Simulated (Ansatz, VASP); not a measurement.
# SrO in VASP and in Ansatz

```
Sr O
1.0
     1.86769    1.07831    9.60357
    -1.86769    1.07831    9.60357
     0.00000   -2.15662    9.60357
Sr O
3 3
Cartesian
  0.0000 0.0000 14.4054
  0.0000 0.0000 17.6500
  0.0000 0.0000 11.1607
  0.0000 0.0000 0.0000
  0.0000 0.0000 22.3849
  0.0000 0.0000 6.4258
```

Alike in both runs: functional PBE; k mesh 6 × 6 × 6; occupations gaussian, width 0.02 eV; no spin polarisation.

Ansatz relaxed the structure, and its values are those at the end. VASP's run is a single point on that final structure, the one shown.

|  | VASP | Ansatz |
| --- | --- | --- |
| version | VASP 6.6.1 | Ansatz 0.2.0 |
| potentials or method | VASP PAW PBE potentials, release 64 (Sr_sv, O) | scalar-relativistic, plane waves, PAW |
| plane-wave cutoff (eV) | 520 | 420 |
| valence electrons in the cell | 48 | 48 |

Ansatz gave:

| Property | Result |
| --- | --- |
| gap on the k mesh at the Fermi level (eV) | 3.05 |
| least direct gap on the mesh (eV) | 3.05 |
| pressure (GPa) | -6.3 |

Q: Which values does VASP return?

A: gap on the k mesh at the Fermi level (eV): 3.03; least direct gap on the mesh (eV): 3.03; pressure (GPa): -6.0.

A k mesh can miss the band edges. A hybrid or GW would open this gap; PBE tends to underestimate it.
